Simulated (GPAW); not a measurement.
# Si (Fd-3m) in GPAW: further runs

Aim: see how the results for Si move with the level of theory and the settings. Levels: PBE, LDA, PBEsol. Tasks: band structure.

All numbers are computed with GPAW 26.7.0; they aren't measurements. Logs are shortened: lines on timing, memory, paths and dates and some standing lists are left out, and cuts for length are marked. The log counts tension as positive stress, the text compression.

**1. The crystal as given**

The structure is cubic, space group Fd-3m (No. 227). The conventional cell has a = 5.444 Å, b = 5.444 Å, c = 5.444 Å, α = 90.00°, β = 90.00°, γ = 90.00°. Si (site symmetry -43m) has 4 Si at 2.36 Å as nearest neighbours.

**2. Band structure, PBE**

run.py

```python
from ase import Atoms
from ase.dft.bandgap import bandgap
from ase.io import write
from ase.units import Bohr, GPa
from gpaw import GPAW, PW
from gpaw.elf import elf_from_dft_calculation

atoms = Atoms(['Si', 'Si'],
              cell=[[0.0, 2.7218511865, 2.7218511865],
                    [2.7218511865, 0.0, 2.7218511865],
                    [2.7218511865, 2.7218511865, 0.0]],
              scaled_positions=[[0.5, 0.5, 0.5],
                                [0.75, 0.75, 0.75]],
              pbc=True)

calc = GPAW(mode=PW(600),
            xc='PBE',
            kpts={'size': (8, 8, 8), 'gamma': True},
            occupations={'name': 'fermi-dirac', 'width': 0.05},
            nbands=11,
            convergence={'density': 1e-05, 'energy': 1e-05},
            maxiter=150,
            txt='gpaw.txt')
atoms.calc = calc
energy = atoms.get_potential_energy()
forces = atoms.get_forces()
stress = atoms.get_stress()
calc.write('gs.gpw')
write('result.traj', atoms)
print(f'Energy: {energy:.6f} eV')
print('Forces (eV/A):')
print(forces.round(4))
print('Stress (GPa):', (stress / GPa).round(3))
print('Fermi level:', round(calc.get_fermi_level(), 4), 'eV')
print(f'Gap: {bandgap(calc)[0]:.4f} eV, direct: {bandgap(calc, direct=True)[0]:.4f} eV')

# fields on the real-space grid
write('density.cube', atoms, data=calc.get_pseudo_density() * Bohr**3)
write('potential.cube', atoms, data=calc.get_electrostatic_potential())
write('elf.cube', atoms, data=elf_from_dft_calculation(calc).data)

path = atoms.cell.bandpath('GXWKGLUWLK,UX', npoints=80, eps=1e-4)
bs_calc = calc.fixed_density(kpts=path, symmetry='off', nbands=21,
                             convergence={'bands': 'CBM+6.0', 'eigenstates': 1e-6}, txt='bands.txt')
bs = bs_calc.band_structure()
bs.write('bs.json')
print(f'Gap on the path: {bandgap(bs_calc)[0]:.4f} eV')
```

Potentials or basis: GPAW PAW data sets (gpaw-data 1.2.1), pw.

On the command line:

```
$ OMP_NUM_THREADS=1 python run.py
```

gpaw.txt:

```text
__  _  _
 | _ |_)|_||  |
 |__||  | ||/\| - 26.7.0

Input parameters:
  mode=PW(ecut=600.0),
  convergence={'density': 1e-05, 'energy': 1e-05},
  kpts=MonkhorstPack(size=(8, 8, 8), gamma=True),
  maxiter=150,
  nbands=11,
  occupations=Occupations(name='fermi-dirac', width=0.05),
  xc=XC(name='PBE')

Diagonalizing LCAO Hamiltonian
Converting LCAO to pw mode

           Si

       Si

Atoms  # Å, Bohr magnetons
|   | symbol |        x |        y |        z |    initial magnetic moments |
|---|--------|----------|----------|----------|-----------------------------|
| 0 |     Si | 2.721851 | 2.721851 | 2.721851 | ( 0.0000,  0.0000,  0.0000) |
| 1 |     Si | 4.082777 | 4.082777 | 4.082777 | ( 0.0000,  0.0000,  0.0000) |

Unit cell  # Å
| periodic |        x |        y |        z |  lengths |    angles |
|----------|----------|----------|----------|----------|-----------|
|      yes | 0.000000 | 2.721851 | 2.721851 | 3.849279 | 60.000000 |
|      yes | 2.721851 | 0.000000 | 2.721851 | 3.849279 | 60.000000 |
|      yes | 2.721851 | 2.721851 | 0.000000 | 3.849279 | 60.000000 |

Number of symmetries: 24
Symmetry operations  # r_c * U_cc + t_c -> r_c
|    | kind |            matrix            |
|----|------|------------------------------|
|  0 |  E   |  1, 0, 0,  0, 1, 0,  0, 0, 1 |
|  1 |  σ   |  1, 0, 0,  0, 0, 1,  0, 1, 0 |
|  2 |  σ   |  1, 0,-1,  0, 1,-1,  0, 0,-1 |
|  3 |  C3  |  1, 0,-1,  0, 0,-1,  0, 1,-1 |
|  4 |  C3  |  1,-1, 0,  0,-1, 1,  0,-1, 0 |
|  5 |  σ   |  1,-1, 0,  0,-1, 0,  0,-1, 1 |
|  6 |  σ   |  0, 1, 0,  1, 0, 0,  0, 0, 1 |
|  7 |  C3  |  0, 1, 0,  0, 0, 1,  1, 0, 0 |
|  8 |  C2  |  0, 1,-1,  1, 0,-1,  0, 0,-1 |
|  9 |  S4  |  0, 1,-1,  0, 0,-1,  1, 0,-1 |
| 10 |  C3  |  0, 0, 1,  1, 0, 0,  0, 1, 0 |
| 11 |  σ   |  0, 0, 1,  0, 1, 0,  1, 0, 0 |
| 12 |  S4  |  0, 0,-1,  1, 0,-1,  0, 1,-1 |
| 13 |  C3  |  0, 0,-1,  0, 1,-1,  1, 0,-1 |
| 14 |  S4  |  0,-1, 1,  1,-1, 0,  0,-1, 0 |
| 15 |  C2  |  0,-1, 1,  0,-1, 0,  1,-1, 0 |
| 16 |  C3  |  0,-1, 0,  1,-1, 0,  0,-1, 1 |
| 17 |  S4  |  0,-1, 0,  0,-1, 1,  1,-1, 0 |
| 18 |  S4  | -1, 1, 0, -1, 0, 1, -1, 0, 0 |
| 19 |  C3  | -1, 1, 0, -1, 0, 0, -1, 0, 1 |
| 20 |  C3  | -1, 0, 1, -1, 1, 0, -1, 0, 0 |
| 21 |  S4  | -1, 0, 1, -1, 0, 0, -1, 1, 0 |
| 22 |  σ   | -1, 0, 0, -1, 1, 0, -1, 0, 1 |
| 23 |  C2  | -1, 0, 0, -1, 0, 1, -1, 1, 0 |

BZ-sampling:
  Number of BZ points: 512
  Number of IBZ points: 29

  Monkhorst-Pack size: [8, 8, 8]
  Monkhorst-Pack shift: [0.0625, 0.0625, 0.0625]

K-points  # in reciprocal-cell coordinates
|     |                                coordinates |     weight |
|-----|--------------------------------------------|------------|
|   0 | (  0.00000000,   0.00000000,   0.00000000) | 0.00195312 |
|   1 | (  0.12500000,   0.12500000,   0.00000000) | 0.01171875 |
|   2 | (  0.12500000,   0.12500000,   0.12500000) | 0.01562500 |
|   3 | (  0.25000000,   0.12500000,   0.12500000) | 0.02343750 |
|   4 | (  0.25000000,   0.25000000,   0.00000000) | 0.01171875 |
|   5 | (  0.25000000,   0.25000000,   0.12500000) | 0.04687500 |
|   6 | (  0.25000000,   0.25000000,   0.25000000) | 0.01562500 |
|   7 | (  0.37500000,   0.25000000,  -0.37500000) | 0.04687500 |
|   8 | (  0.37500000,   0.25000000,   0.12500000) | 0.04687500 |
|   9 | (  0.37500000,   0.25000000,   0.25000000) | 0.04687500 |
| ... |                                            |            |
|  28 | (  0.50000000,   0.50000000,   0.50000000) | 0.00781250 |

Plane wave coefficients: 1365
Cutoff: 600.0 eV

Spin-components: 1 (collinear spins)
Bands:           11
Projectors:      10
Spin-degeneracy: 2
Datatype:        complex128

Parallelization:
  kpt:    1
  domain: 1
  band:   1

Density:
  Valence electrons: 8.0
  Components: 1
  Grid points: [24 24 24]
  Charge: 0.0  # |e|

Potential:
  Grid points: [24 24 24]

species:
  Si:
    name:    Silicon
    Z:       14.0
    valence: 4
    core:    10
    charge:  0.0  # [|e|]
    compensation charges:
      type: gauss
      rc: 0.33  # [Å]
      lmax: 2
    cutoffs:
      filter: 1.86  # [Å]
      core: 2.06  # [Å]
    projectors
    | kind |    occ | energy [eV] | rcut [Å] |
    |------|--------|-------------|----------|
    |   3s |  2.000 |     -10.812 |    1.058 |
    |   3p |  2.000 |      -4.081 |    1.058 |
    |    s |        |      16.399 |    1.058 |
    |    p |        |      23.130 |    1.058 |
    |    d |        |       0.000 |    1.058 |

    Using partial waves for Si as LCAO basis

Reference energy: -15772.688500  # eV

eigensolver:
  PPCG
  Converge bands: occupied
  niter=2

density mixing:
  MSR1-Mixer
  Pratt-step length: 0.05
  Maximum mixing coefficient: 0.75
  Old densities: 10
  SVD Regularization: 0.005
  Good broyden scale: 1.0
  Trust region scale: 1.0
  Backstep threshold: 4.0
  History deletion threshold: 6.0
  Fourier metric: weight=20.0, sigma=0.015

occupation numbers:
  Fermi-Dirac:
    width: 0.0500  # eV

poisson solver:
  ecut: 4800.0  # eV

xc functional:
  name: PBE with 2 nearest neighbor stencil

convergence criteria:
- Maximum integral of absolute [dens]ity change: 1e-05 electrons / valence electron
- Maximum [total energy] change in last 3 cyles: 1e-05 eV / valence electron
- Maximum integral of absolute [eigenst]ate change: 4e-08 eV^2 / valence electron
maximum number of iterations: 150

SCF iterations
|iter     | |      energy | eigst |  dens |
|---------|-|-------------|-------|-------|
|iter:   1| |  -10.885282 | -0.08 |       |
|iter:   2| |  -10.876150 | -2.53 | -0.81 |
|iter:   3| |  -10.792615 | -2.25 | -0.84 |
|iter:   4| |  -10.792378 | -3.17 | -1.45 |
|iter:   5| |  -10.792504 | -5.06 | -2.34 |
|iter:   6| |  -10.792511 | -6.66 | -3.27 |
|iter:   7| |  -10.792513c| -7.57c| -3.70 |
|iter:   8| |  -10.792513c| -8.29c| -4.88 |
|iter:   9| |  -10.792513c| -8.79c| -5.33c|

Converged in 9 steps
Energy contributions relative to reference atoms: (reference = -15772.688500)

Energy contributions:
  Kinetic:          14.853127
  Coulomb:         -13.098601
  Zero:             -0.024580
  External:          0.000000
  Xc:              -12.522445
  Entropy:          -0.000026
  Spinorbit:         0.000000
  ----------------------------
  Free energy:     -10.792526
  Extrapolated:    -10.792513

dipole moment: (3.535121, 3.535121, 3.535121)  # |e|*Ang

Fermi level: 5.537
Eigenvalues  # (at kpt = [0.000, 0.000, 0.000])
| band index |      eig [eV] | occ [0-2] |
|------------|---------------|-----------|
|          0 |        -6.671 |     2.000 |
|          1 |         5.245 |     1.994 |
|          2 |         5.245 |     1.994 |
|          3 |         5.245 |     1.994 |
|          4 |         7.800 |     0.000 |
|          5 |         7.800 |     0.000 |
|          6 |         7.800 |     0.000 |
|          7 |         8.524 |     0.000 |
|          8 |        12.959 |     0.000 |
|          9 |        12.959 |     0.000 |
|         10 |        13.200 |     0.000 |

Gap: 0.624 eV
Transition (v -> c):
  (s=0, k=0, n=3, [0.00, 0.00, 0.00]) -> (s=0, k=12, n=4, [0.38, 0.38, 0.00])
Direct/indirect transitions are different
Direct gap: 2.555 eV
Transition at: (s=0, k=0, n=3, [0.00, 0.00, 0.00])

Forces  # eV/Ang
|       x |        y |        z |
|---------|----------|----------|
| 0.00000 | -0.00000 |  0.00000 |  # Si   0
| 0.00000 | -0.00000 | -0.00000 |  # Si   1

Stress tensor  # eV/Ang^3
|         x |         y |         z |
|-----------|-----------|-----------|
| -0.010048 |  0.000000 |  0.000000 |
|  0.000000 | -0.010048 |  0.000000 |
|  0.000000 |  0.000000 | -0.010048 |

# Writing to gs.gpw (mode='')
```

It took 29 s on 1 thread of Arm Neoverse V1, shared host; peak memory 0.21 GiB.

Results:

| Quantity | Value |
| --- | --- |
| Free energy | -10.7925 eV |
| Pressure | 1.6 GPa |
| Band gap on the k mesh | 0.62 eV, indirect (least direct gap 2.56 eV) |
| Band gap along the path | 0.58 eV, indirect (least direct gap 2.56 eV) |

Levels at the corners of the path, in eV from the valence-band top:
| point | band 2 | band 3 | band 4 | band 5 | band 6 | band 7 |
| --- | --- | --- | --- | --- | --- | --- |
| Γ | 0.00 | 0.00 | 0.00 | 2.56 | 2.56 | 2.56 |
| X | -7.80 | -2.84 | -2.84 | 0.72 | 0.72 | 10.05 |
| W | -7.64 | -3.83 | -3.83 | 4.27 | 4.27 | 4.98 |
| K | -7.21 | -4.27 | -2.41 | 1.21 | 4.12 | 7.44 |
| Γ | 0.00 | 0.00 | 0.00 | 2.56 | 2.56 | 2.56 |
| L | -6.94 | -1.19 | -1.19 | 1.51 | 3.34 | 3.34 |
| U | -7.21 | -4.27 | -2.41 | 1.21 | 4.12 | 7.44 |
| W | -7.64 | -3.83 | -3.83 | 4.27 | 4.27 | 4.98 |
| L | -6.94 | -1.19 | -1.19 | 1.51 | 3.34 | 3.34 |
| K | -7.21 | -4.27 | -2.41 | 1.21 | 4.12 | 7.44 |
| U | -7.21 | -4.27 | -2.41 | 1.21 | 4.12 | 7.44 |
| X | -7.80 | -2.84 | -2.84 | 0.72 | 0.72 | 10.05 |

A hybrid or GW would open this gap; PBE tends to underestimate it.

**3. Band structure, LDA**

run.py

```python
from ase.dft.bandgap import bandgap
from ase.io import read, write
from ase.units import GPa
from gpaw import GPAW, PW

atoms = read('POSCAR')

calc = GPAW(mode=PW(600),
            xc='LDA',
            kpts={'size': (8, 8, 8), 'gamma': True},
            occupations={'name': 'fermi-dirac', 'width': 0.05},
            nbands=11,
            convergence={'density': 1e-05, 'energy': 1e-05},
            maxiter=150,
            txt='gpaw.txt')
atoms.calc = calc
energy = atoms.get_potential_energy()
forces = atoms.get_forces()
stress = atoms.get_stress()
calc.write('gs.gpw')
write('result.traj', atoms)
print(f'Energy: {energy:.6f} eV')
print('Forces (eV/A):')
print(forces.round(4))
print('Stress (GPa):', (stress / GPa).round(3))
print('Fermi level:', round(calc.get_fermi_level(), 4), 'eV')
print(f'Gap: {bandgap(calc)[0]:.4f} eV, direct: {bandgap(calc, direct=True)[0]:.4f} eV')

path = atoms.cell.bandpath('GXWKGLUWLK,UX', npoints=60, eps=1e-4)
bs_calc = calc.fixed_density(kpts=path, symmetry='off', nbands=21,
                             convergence={'bands': 'CBM+6.0', 'eigenstates': 1e-6}, txt='bands.txt')
bs = bs_calc.band_structure()
bs.write('bs.json')
print(f'Gap on the path: {bandgap(bs_calc)[0]:.4f} eV')
```

POSCAR

```
Si
1.0
    0.0000000000      2.7218511865      2.7218511865
    2.7218511865      0.0000000000      2.7218511865
    2.7218511865      2.7218511865      0.0000000000
Si
2
Direct
    0.5000000000      0.5000000000      0.5000000000
    0.7500000000      0.7500000000      0.7500000000
```

Potentials or basis: the program's PAW data sets (release 1.2.1) made for this functional, pw.

On the command line:

```
$ OMP_NUM_THREADS=1 python run.py
```

It took 23 s on 1 thread of Arm Neoverse V1, shared host; peak memory 0.2 GiB.

Results (log left out):

| Item | Value |
| --- | --- |
| Free energy | -11.8787 eV |
| Pressure | -1.9 GPa |
| Band gap on the k mesh | 0.53 eV, indirect (least direct gap 2.53 eV) |
| Band gap along the path | 0.49 eV, indirect (least direct gap 2.53 eV) |

Levels at the corners of the path, in eV from the valence-band top:
| point | band 2 | band 3 | band 4 | band 5 | band 6 | band 7 |
| --- | --- | --- | --- | --- | --- | --- |
| Γ | 0.00 | 0.00 | 0.00 | 2.53 | 2.53 | 2.53 |
| X | -7.80 | -2.84 | -2.84 | 0.62 | 0.62 | 9.93 |
| W | -7.64 | -3.85 | -3.85 | 4.19 | 4.19 | 4.91 |
| K | -7.21 | -4.30 | -2.41 | 1.11 | 4.04 | 7.38 |
| Γ | 0.00 | 0.00 | 0.00 | 2.53 | 2.53 | 2.53 |
| L | -6.96 | -1.19 | -1.19 | 1.40 | 3.30 | 3.30 |
| U | -7.21 | -4.30 | -2.41 | 1.11 | 4.04 | 7.38 |
| W | -7.64 | -3.85 | -3.85 | 4.19 | 4.19 | 4.91 |
| L | -6.96 | -1.19 | -1.19 | 1.40 | 3.30 | 3.30 |
| K | -7.21 | -4.30 | -2.41 | 1.11 | 4.04 | 7.38 |
| U | -7.21 | -4.30 | -2.41 | 1.11 | 4.04 | 7.38 |
| X | -7.80 | -2.84 | -2.84 | 0.62 | 0.62 | 9.93 |

As with any semilocal functional, this LDA gap is likely too small.

**4. Band structure, PBEsol**

run.py, as its differences from that of step 3:

```diff
@@ -3,8 +3,10 @@
 from ase.units import GPa
-from gpaw import GPAW, PW
+from gpaw import GPAW, PW, setup_paths
 
-atoms = read('POSCAR')
+setup_paths.insert(0, '.')
+
+atoms = read('Si.xyz')
 
 calc = GPAW(mode=PW(600),
-            xc='LDA',
+            xc='PBEsol',
             kpts={'size': (8, 8, 8), 'gamma': True},
@@ -28,3 +30,3 @@
 
-path = atoms.cell.bandpath('GXWKGLUWLK,UX', npoints=60, eps=1e-4)
+path = atoms.cell.bandpath('GXWKGLUWLK,UX', npoints=100, eps=1e-4)
 bs_calc = calc.fixed_density(kpts=path, symmetry='off', nbands=21,
```

Si.xyz

```xyz
2
Lattice="0.0000000000 2.7218511865 2.7218511865 2.7218511865 0.0000000000 2.7218511865 2.7218511865 2.7218511865 0.0000000000" Properties=species:S:1:pos:R:3 pbc="T T T"
Si     2.7218511865      2.7218511865      2.7218511865
Si     4.0827767798      4.0827767798      4.0827767798
```

Potentials or basis: PAW data sets generated in the run's folder for this functional, pw.

On the command line:

```
$ gpaw-setup -f PBEsol Si
$ OMP_NUM_THREADS=1 python run.py
```

gpaw.txt:

```text
__  _  _
 | _ |_)|_||  |
 |__||  | ||/\| - 26.7.0

Input parameters:
  mode=PW(ecut=600.0),
  convergence={'density': 1e-05, 'energy': 1e-05},
  kpts=MonkhorstPack(size=(8, 8, 8), gamma=True),
  maxiter=150,
  nbands=11,
  occupations=Occupations(name='fermi-dirac', width=0.05),
  xc=XC(name='PBEsol')

Diagonalizing LCAO Hamiltonian
Converting LCAO to pw mode

           Si

       Si

Atoms  # Å, Bohr magnetons
|   | symbol |        x |        y |        z |    initial magnetic moments |
|---|--------|----------|----------|----------|-----------------------------|
| 0 |     Si | 2.721851 | 2.721851 | 2.721851 | ( 0.0000,  0.0000,  0.0000) |
| 1 |     Si | 4.082777 | 4.082777 | 4.082777 | ( 0.0000,  0.0000,  0.0000) |

Unit cell  # Å
| periodic |        x |        y |        z |  lengths |    angles |
|----------|----------|----------|----------|----------|-----------|
|      yes | 0.000000 | 2.721851 | 2.721851 | 3.849279 | 60.000000 |
[... 156 lines left out ...]
  Coulomb:         -13.067606
  Zero:             -0.023056
  External:          0.000000
  Xc:              -13.094374
  Entropy:          -0.000065
  Spinorbit:         0.000000
  ----------------------------
  Free energy:     -11.475877
  Extrapolated:    -11.475844

dipole moment: (3.548532, 3.548532, 3.548532)  # |e|*Ang

Fermi level: 5.436
Eigenvalues  # (at kpt = [0.000, 0.000, 0.000])
| band index |      eig [eV] | occ [0-2] |
|------------|---------------|-----------|
|          0 |        -6.745 |     2.000 |
|          1 |         5.197 |     1.983 |
|          2 |         5.197 |     1.983 |
|          3 |         5.197 |     1.983 |
|          4 |         7.715 |     0.000 |
|          5 |         7.715 |     0.000 |
|          6 |         7.715 |     0.000 |
|          7 |         8.432 |     0.000 |
|          8 |        12.885 |     0.000 |
|          9 |        12.885 |     0.000 |
|         10 |        12.906 |     0.000 |

Gap: 0.520 eV
Transition (v -> c):
  (s=0, k=0, n=3, [0.00, 0.00, 0.00]) -> (s=0, k=12, n=4, [0.38, 0.38, 0.00])
Direct/indirect transitions are different
Direct gap: 2.518 eV
Transition at: (s=0, k=0, n=3, [0.00, 0.00, 0.00])

Forces  # eV/Ang
|       x |        y |        z |
|---------|----------|----------|
| 0.00000 | -0.00000 | -0.00000 |  # Si   0
| 0.00000 | -0.00000 | -0.00000 |  # Si   1

Stress tensor  # eV/Ang^3
|         x |         y |         z |
|-----------|-----------|-----------|
|  0.001661 | -0.000000 | -0.000000 |
| -0.000000 |  0.001661 | -0.000000 |
| -0.000000 | -0.000000 |  0.001661 |

# Writing to gs.gpw (mode='')
```

stdout:

```text
Energy: -11.475844 eV
Forces (eV/A):
[[ 0. -0. -0.]
 [ 0. -0. -0.]]
Stress (GPa): [ 0.266  0.266  0.266 -0.    -0.    -0.   ]
Fermi level: 5.4362 eV
Gap: 0.5201 eV, direct: 2.5176 eV
Gap on the path: 0.4761 eV
```

bands.txt:

```text
Diagonalizing LCAO Hamiltonian
Converting LCAO to pw mode
convergence criteria:
- Maximum integral of absolute [eigenst]ate change: 1e-06 eV^2 / valence electron
maximum number of iterations: 150

SCF iterations
|iter     | |      energy | eigst |  dens |
|---------|-|-------------|-------|-------|
|iter:   1| |             | +0.57 |       |
[... 104 lines left out ...]
         [0.375     , 0.375     , 0.75      ],
         [0.625     , 0.25      , 0.625     ],
         [0.60416667, 0.20833333, 0.60416667],
         [0.58333333, 0.16666667, 0.58333333],
         [0.5625    , 0.125     , 0.5625    ],
         [0.54166667, 0.08333333, 0.54166667],
         [0.52083333, 0.04166667, 0.52083333],
         [0.5       , 0.        , 0.5       ]])),
  maxiter=150,
  nbands=21,
  occupations=Occupations(name='fermi-dirac', width=0.05),
  symmetry=Symmetry(point_group=False, time_reversal=False),
  xc=XC(name='PBEsol')
```

Run time: 35 s. Hardware: 1 thread of Arm Neoverse V1, shared host; peak memory 0.23 GiB.

Results:

| Item | Value |
| --- | --- |
| Free energy | -11.4759 eV |
| Pressure | -0.3 GPa |
| Band gap on the k mesh | 0.52 eV, indirect (least direct gap 2.52 eV) |
| Band gap along the path | 0.48 eV, indirect (least direct gap 2.52 eV) |

Levels at the corners of the path, in eV from the valence-band top:
| point | band 1 | band 2 | band 3 | band 4 | band 5 | band 6 | band 7 | band 8 | band 9 |
| --- | --- | --- | --- | --- | --- | --- | --- | --- | --- |
| Γ | -11.94 | 0.00 | 0.00 | 0.00 | 2.52 | 2.52 | 2.52 | 3.23 | 7.69 |
| X | -7.81 | -7.81 | -2.86 | -2.86 | 0.61 | 0.61 | 10.00 | 10.00 | 10.94 |
| W | -7.64 | -7.64 | -3.88 | -3.88 | 4.18 | 4.18 | 4.92 | 4.92 | 10.50 |
| K | -8.22 | -7.22 | -4.33 | -2.43 | 1.11 | 4.04 | 7.40 | 7.93 | 8.12 |
| Γ | -11.94 | 0.00 | 0.00 | 0.00 | 2.52 | 2.52 | 2.52 | 3.23 | 7.69 |
| L | -9.61 | -6.98 | -1.20 | -1.20 | 1.44 | 3.28 | 3.28 | 7.53 | 10.51 |
| U | -8.22 | -7.22 | -4.33 | -2.43 | 1.11 | 4.04 | 7.40 | 7.93 | 8.12 |
| W | -7.64 | -7.64 | -3.88 | -3.88 | 4.18 | 4.18 | 4.92 | 4.92 | 10.50 |
| L | -9.61 | -6.98 | -1.20 | -1.20 | 1.44 | 3.28 | 3.28 | 7.53 | 10.51 |
| K | -8.22 | -7.22 | -4.33 | -2.43 | 1.11 | 4.04 | 7.40 | 7.93 | 8.12 |
| U | -8.22 | -7.22 | -4.33 | -2.43 | 1.11 | 4.04 | 7.40 | 7.93 | 8.12 |
| X | -7.81 | -7.81 | -2.86 | -2.86 | 0.61 | 0.61 | 10.00 | 10.00 | 10.94 |

As with any semilocal functional, this PBEsol gap is likely too small.

**5. Overview**

| level | potentials or basis | band points | gap on the mesh (eV) | pressure (GPa) |
| --- | --- | --- | --- | --- |
| PBE | GPAW PAW data sets (gpaw-data 1.2.1), pw | 80 | 0.62 | 1.6 |
| LDA | the program's PAW data sets (release 1.2.1) made for this functional, pw | 60 | 0.53 | -1.9 |
| PBEsol | PAW data sets generated in the run's folder for this functional, pw | 100 | 0.52 | -0.3 |

Alike in all rows: task band structure; no spin polarisation; cell as given; k mesh 8 × 8 × 8; cutoff (eV) 600; smearing fermi-dirac 0.05 eV.

Absolute energies hang on the potentials; compare differences alone.
